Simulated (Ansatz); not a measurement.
**WS2: a prediction, then the measurements**

Theory: DFT PBE, scalar-relativistic, plane waves, PAW in Ansatz 0.2.0.

Settings: cutoff 420 eV, Γ-centred mesh 12×12×2 on the computed 6-atom cell, Gaussian smearing of 0.02 eV; no spin polarisation.

Relaxed structure:

```
W S
1.0
     3.18778    0.00000    0.00000
    -1.59389    2.76070    0.00000
     0.00000    0.00000   14.77714
W S
2 4
Direct
  0.33333 0.66667 0.25000
  0.66667 0.33333 0.75000
  0.33333 0.66667 0.64369
  0.66667 0.33333 0.14369
  0.33333 0.66667 0.85631
  0.66667 0.33333 0.35631
```

* Space group: P6_3/mmc (No. 194)
* Volume per atom: 21.67 Å³
* Formation energy from the elements' standard states (uncorrected): -0.833 eV/atom
* Kohn–Sham band gap: 1.62 eV
* Orbital (Löwdin) character of the top 1 eV of the valence band: W 5d 67 %, S 3p 28 %
* Orbital (Löwdin) character of the lowest 1 eV of the conduction band: W 5d 61 %, S 3p 32 %
* Bader charge by site (e): W (2 in the cell) 1.38, S (4 in the cell) -0.69

Spin-orbit coupling is left out, which matters for the bands of heavy elements. The cell holds layers, chains or molecules and no dispersion correction was added, so their binding is poorly described.

**Against measurements.**

Against the measured lattice constant a of WS2, 3.1532 Å (quoted in “Extraordinary room-temperature photoluminescence in WS2 monolayers”, 2012, arxiv:1208.1325), the calculated 3.188 Å is off by +1.1 %. A measured lattice constant c of WS2 is 12.323 Å (quoted in “Extraordinary room-temperature photoluminescence in WS2 monolayers”, 2012, arxiv:1208.1325); the calculated 14.777 Å exceeds it by 19.9 %. The calculation is for 0 K without zero-point motion.

It was relaxed from a cell as deposited in COD. Kohn–Sham gaps at this level usually fall short of measured ones. Löwdin shares on free-atom orbitals overweight diffuse shells in the empty bands.
